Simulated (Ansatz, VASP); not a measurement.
**One calculation of MgO, two programs**

```
Mg O
1.0
     3.07885    0.00000    0.00000
    -1.53943    2.53144    0.00000
     0.00000    0.00000    5.09210
Mg O
2 2
Direct
  0.00000 0.00000 0.00000
  0.00000 0.00000 0.50000
  0.33166 0.66331 0.25000
  0.66834 0.33669 0.75000
```

Change from the starting cell: uniaxial_x strain +5.3%.

Alike in both runs: task single point; functional PBE; k mesh 12 × 12 × 6; occupations fermi-dirac, width 0.02 eV; no spin polarisation.

|  | VASP | Ansatz |
| --- | --- | --- |
| version | VASP 6.6.1 | Ansatz 0.2.0 |
| potentials or method | VASP PAW PBE potentials, release 64 (Mg, O) | plane waves, PAW |
| plane-wave cutoff (eV) | 520 | 420 |
| valence electrons in the cell | 16 | 32 |

|  | VASP | Ansatz | Ansatz less VASP |
| --- | --- | --- | --- |
| gap on the k mesh at the Fermi level (eV) | 4.00 | 4.01 | +0.017 |
| pressure (GPa) | -2.2 | -1.6 | +0.65 |
| largest component of the traceless stress (GPa) | 9.36 | 9.29 | -0.071 |
| rms of the force components (eV/Å) | 0.009 | 0.009 | -0.0001 |

Atom by atom the forces differ by 0.000 eV/Å (rms over components). The functional is the same, so the differences come from potentials, cutoffs and numerics. The two sets of potentials don't hold the same shells in valence.

A k mesh can miss the band edges.
